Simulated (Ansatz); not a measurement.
The system is CuO.

```
CELL_PARAMETERS angstrom
2.83633 0.00000 0.00000
-1.41816 2.45633 0.00000
0.00000 0.00000 2.76811
ATOMIC_POSITIONS crystal
Cu 0.00000 0.00000 0.00000
O 0.66667 0.33333 0.50000
```

Measurements of this composition are mostly on another form, of space group No. 15.

Base run:

| Quantity | Value |
| --- | --- |
| Program | Ansatz 0.2.0 |
| Functional | r2SCAN |
| Potentials or basis | Ansatz PAW |
| Cutoff | 500 eV |
| Density cutoff | 2000 eV |
| k mesh | 11 × 11 × 10 |
| Occupations | fermi-dirac, width 0.05 eV |
| Spin | no spin polarisation |
| Hubbard terms | Cu d U = 5.3 eV |

Its results: band gap on the k mesh none (metal or under the smearing width); pressure -4.3 GPa.

Q: The run is repeated on the same cell with these changes: functional from r2SCAN to PBEsol; cutoff from 500 eV to 420 eV; density cutoff from 2000 eV to 1680 eV. What comes out?

A: Band gap on the k mesh none (metal or under the smearing width); pressure -5.8 GPa.

Caveats: an odd number of electrons without spin polarisation forces a metal; a magnetic or distorted state may lie lower; the run has no spin polarisation, though such a crystal can be magnetic; U without spin polarisation on a metal has little footing; the PAW data sets come from PBE, with cores solved anew for the run's functional, which leaves a small shift of forces and pressure.

Not every run made on this cell is shown here.
